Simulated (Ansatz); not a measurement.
# Mg: frozen-core PAW against all-electron methods

```
Mg
1.0
     0.00000    2.24426    2.24426
     2.24426    0.00000    2.24426
     2.24426    2.24426    0.00000
Mg
1
Direct
  0.00000 0.00000 0.00000
```

Structure from Materials Project entry mp-1056702 (possibly hypothetical), not relaxed further.

All numbers are computed: DFT, PBE, PAW with Ansatz's default frozen-core files, scalar-relativistic (Ansatz 0.2.0); DFT, PBE, all-electron PAW with datasets made for the crystal, scalar-relativistic (Ansatz 0.2.0); DFT, PBE, all-electron LAPW, scalar-relativistic (Ansatz 0.2.0).

For PAW: a Γ-centred 16×16×16 k mesh, Fermi–Dirac smearing of 0.03 eV, cutoff 420 eV, no spin polarisation. The crystal-made all-electron datasets (AE datasets) take a cutoff of 100 eV at this cell. LAPW targets a basis error of 1 meV/atom. The Ansatz runs share mesh, smearing and spin set-up. Plane-wave (PAW) pressures include the program's estimate of the Pulay term.

Stress and pressure are positive in compression.

Levels count from the Fermi level.

| quantity | PAW | AE datasets | LAPW |
| --- | --- | --- | --- |
| pressure (GPa) | 0.85 | 0.82 | 0.83 |
| lowest empty level at W (eV) | 1.468 | 1.468 | 1.468 |
| highest filled level at Γ (eV) | -6.973 | -6.973 | -6.973 |
| lowest empty level at Γ (eV) | 12.452 | 12.465 | 12.465 |
| highest filled level at X (eV) | -0.207 | -0.207 | -0.207 |
| lowest empty level at X (eV) | 0.820 | 0.820 | 0.820 |

PAW's pressure differs from the LAPW value by +0.02 GPa. Datasets made for the crystal and LAPW share parts of one code, so their agreement isn't an independent check.
